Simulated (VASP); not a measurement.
# H11C2NO4: single point with PBE+D3(BJ)

Crystal: H11C2NO4.

```
O H C N
1.0
     5.71134    0.00000    0.00000
     0.00000    5.71134    0.00000
     0.00000    0.00000    5.71134
O H C N
4 11 2 1
Direct
  0.41055 0.83550 0.07541
  0.56099 0.53839 0.51323
  0.72199 0.22905 0.04360
  0.28942 0.18966 0.31880
  0.51839 0.77430 0.22480
  0.35894 0.97937 0.09353
  0.58158 0.45159 0.66928
  0.66400 0.44883 0.39049
  0.59902 0.11742 0.11045
  0.85090 0.13016 0.03763
  0.27115 0.24460 0.46458
  0.24320 0.32264 0.22261
  0.31388 0.91697 0.77210
  0.06941 0.77977 0.90445
  0.15446 0.65748 0.63635
  0.12454 0.82469 0.71813
  0.92126 0.97128 0.63729
  0.77023 0.11699 0.60966
```

The cell was built by a generator and needn't be a form met in nature.

| Item | Value |
| --- | --- |
| Program | VASP 6.6.1 |
| Task | single point |
| Functional | PBE |
| Dispersion | D3(BJ) |
| Potentials or basis | VASP PAW PBE potentials, release 64 (O, H, C, N) |
| Cutoff | 520 eV |
| k mesh | 1 × 1 × 1 |
| Occupations | fermi-dirac, width 0.05 eV |
| Spin | no spin polarisation |

* Pressure: -1.1 GPa
* Largest force: 9.989 eV/Å
* Band gap on the k mesh: 4.08 eV, direct
* Dispersion energy per atom: -0.042 eV

Forces on the atoms (eV/Å):
```
O    5.030 -8.474  1.632
O    1.386 -1.180 -0.271
O   -3.241  0.993  1.557
O   -0.242 -1.153 -4.969
H   -2.529  1.713 -2.504
H   -2.325  5.626  1.992
H    0.275  0.781 -2.051
H   -1.513  0.704  2.137
H    1.433  1.385 -0.574
H    2.099 -1.309 -0.254
H   -0.246  1.576  4.695
H    0.054  0.125  0.073
H   -2.429 -0.920 -1.791
H    0.163  0.021 -0.895
H    0.078 -0.182 -0.773
C   -0.420  1.979  2.312
C   -0.797  1.936 -0.390
N    3.223 -3.621  0.075
```

Stress tensor (GPa, compression positive):
```
-6.04  0.08 -2.12
 0.08  2.99  5.30
-2.12  5.30 -0.15
```

Levels at points of the mesh, in eV from the valence-band top:
| k point | band 22 | band 23 | band 24 | band 25 | band 26 | band 27 |
| --- | --- | --- | --- | --- | --- | --- |
| (0.00, 0.00, 0.00) | -0.68 | -0.16 | 0.00 | 4.08 | 5.59 | 5.96 |

Wall time 18 s on 1 thread of Intel(R) Xeon(R) Platinum 8488C (Sapphire Rapids), with other jobs on the host, peak memory 0.26 GiB.

Caveat: the standard files for N, O and F lose accuracy on very short bonds. A hybrid or GW would open this gap; PBE tends to underestimate it.
